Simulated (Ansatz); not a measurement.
Runs of Ansatz 0.2.0 on Al. The structure is cubic, space group Fm-3m (No. 225). The conventional cell has a = 4.050 Å, b = 4.050 Å, c = 4.050 Å, α = 90.00°, β = 90.00°, γ = 90.00°. Al (site symmetry m-3m) is surrounded by 12 Al at 2.86 Å. 

| task | level | potentials or basis | spin | cell | k mesh | cutoff (eV) | smearing | broadening | points for each segment of the path | other keys | gap on the mesh (eV) | pressure (GPa) | relaxed volume (Å³/atom) |
| --- | --- | --- | --- | --- | --- | --- | --- | --- | --- | --- | --- | --- | --- |
| relaxation of cell and atoms | m-r2SCAN | Ansatz PAW | off | relaxed | 11 × 11 × 11 | 500 | fermi-dirac 0.05 eV | - | - | - | none | 0.0 | (a) |
| optical spectrum | r2SCAN+D3(BJ) | SG15 NC | collinear, random start | as given | 11 × 11 × 11 | 500 | tetrahedron | 0.2 eV | - | scf.initial_density.chi_scale = 0.3; scf.n_extra_bands = 16; … | none | - | - |
| electron localisation function | HSE06+D3(BJ) | SG15 NC | off | as given | 8 × 8 × 8 | 816 | fermi-dirac 0.1 eV | - | - | scf.initial_density.chi_scale = 0.3 | none | (b) | - |
| band structure | HSE03 | SG15 NC | off | volume scaled by 0.8 | 9 × 9 × 9 | 816 | methfessel-paxton 0.05 eV | - | 4 | scf.mixing.preconditioner = resta; scf.initial_density.chi_scale = 0; … | none | 27.9 | - |
| relaxation of cell and atoms | r2SCAN+D3(BJ) | Ansatz PAW | off | relaxed | 11 × 11 × 11 | 500 | fermi-dirac 0.05 eV | - | - | - | - | 0.0 | 15.66 |
| relaxation of cell and atoms | BLYP | Ansatz PAW | off | relaxed | 11 × 11 × 11 | 420 | fermi-dirac 0.05 eV | - | - | - | - | 0.0 | 17.37 |

**Question.** Fill in the values left out.

**Answer.** (a) 15.95; (b) -4.8.

Caveats: the plane-wave basis is chosen anew once the cell has moved, so the energies of steps on either side of that aren't comparable (some runs); the PAW data sets come from PBE, with cores solved anew for the run's functional, which leaves a small shift of forces and pressure (some runs); the potentials were made for another functional, which shifts forces and pressure (some runs); pairwise dispersion overbinds metals, which lowers pressure and volume (some runs); the dispersion damping was fitted for another functional or another form of the correction (some runs); the thresholds are loose for stress (some runs); the starting moments weren't kept (some runs).

A gap of «none» marks a metal or a gap under the smearing width.

The runs don't all hold the same shells in valence.

Runs at the PBE level aren't shown here.
